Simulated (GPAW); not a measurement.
Crystal: In.

```xyz
1
Lattice="-1.6255 1.6255 2.4737 1.6255 -1.6255 2.4737 1.6255 1.6255 -2.4737" Properties=species:S:1:pos:R:3 pbc="T T T"
In    0.0000    0.0000    0.0000
```

Base run:

- Program: GPAW 26.7.0
- Functional: LDA
- Potentials or basis: the program's PAW data sets (release 1.2.1) made for this functional
- Cutoff: 600 eV
- Basis: pw
- k mesh: 11 × 11 × 11
- Occupations: gaussian, width 0.05 eV
- Spin: no spin polarisation

Its results: band gap on the k mesh none (metal or under the smearing width); pressure -2.9 GPa.

Problem. The run is repeated on the same cell with these changes: functional from LDA to PBE; potentials or basis from the program's PAW data sets (release 1.2.1) made for this functional to GPAW PAW data sets (gpaw-data 1.2.1). What comes out?

Solution. Band gap on the k mesh none (metal or under the smearing width); pressure 1.6 GPa.
